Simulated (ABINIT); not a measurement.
BAs:

```
CELL_PARAMETERS angstrom
0.00000 2.38850 2.38850
2.38850 0.00000 2.38850
2.38850 2.38850 0.00000
ATOMIC_POSITIONS crystal
As 0.75000 0.75000 0.75000
B 0.00000 0.00000 0.00000
```

```yaml
Program: ABINIT 10.8.3 (patched build)
Task: relaxation of cell and atoms
Functional: PBE
Potentials_or_basis: PseudoDojo NC SR PBE v0.4.1 standard
Cutoff: 1143 eV
k_mesh: 8 × 8 × 8
Occupations: fermi-dirac, width 0.05 eV
Spin: no spin polarisation
```

At the start: pressure 2.8 GPa; volume 13.63 Å³/atom.

Where does the relaxation end?

Over 4 steps the energy falls by 2.3 meV/atom and the volume is 13.90 Å³/atom (+2.0 %); space group F-43m (No. 216, to 0.05 Å).

The path:
| step | energy change (eV) | largest force (eV/Å) | pressure (GPa) | volume (Å³) |
| --- | --- | --- | --- | --- |
| 1 | 0.0000 | 0.0000 | 2.76 | 27.25 |
| 2 | -0.0031 | 0.0000 | 1.58 | 27.48 |
| 3 | -0.0047 | 0.0000 | 0.04 | 27.80 |
| 4 | -0.0047 | 0.0000 | 0.00 | 27.81 |

Final structure:
```
As B
1.0
     0.00000    2.40458    2.40458
     2.40458    0.00000    2.40458
     2.40458    2.40458    0.00000
As B
1 1
Cartesian
  3.6069 3.6069 3.6069
  0.0000 0.0000 0.0000
```
